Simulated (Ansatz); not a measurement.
## Si, bcc: how the functional moves the structure

All rows: Ansatz, plane waves with scalar-relativistic PAW, 420 eV (500 eV for the SCAN forms), relaxed under each functional, no dispersion correction, no zero-point motion. B₀ comes from uniform scaling at fixed shape; a dash is a value not given.

| functional | V (Å³/atom) | cell | B₀ (GPa) | magnetic state | ΔE to diamond (meV/atom) |
| --- | --- | --- | --- | --- | --- |
| PBE | 14.61 | a = 3.080 Å | 94 | spin not included | 518 |
| PBEsol | 14.25 | a = 3.054 Å | 102 | spin not included | 394 |
| LDA | 14.09 | a = 3.043 Å | 102 | spin not included | 436 |
| revPBE | 14.75 | a = 3.090 Å | 92 | spin not included | 544 |
| RPBE | 14.80 | a = 3.093 Å | 92 | spin not included | 555 |
| BLYP | 16.44 | a = 3.204 Å | 61 | spin not included | 937 |

Problem. What does r²SCAN give?

Solution. V (Å³/atom): 14.12; cell: a = 3.045 Å; B₀ (GPa): 94; magnetic state: spin not included; ΔE to diamond (meV/atom): 734.
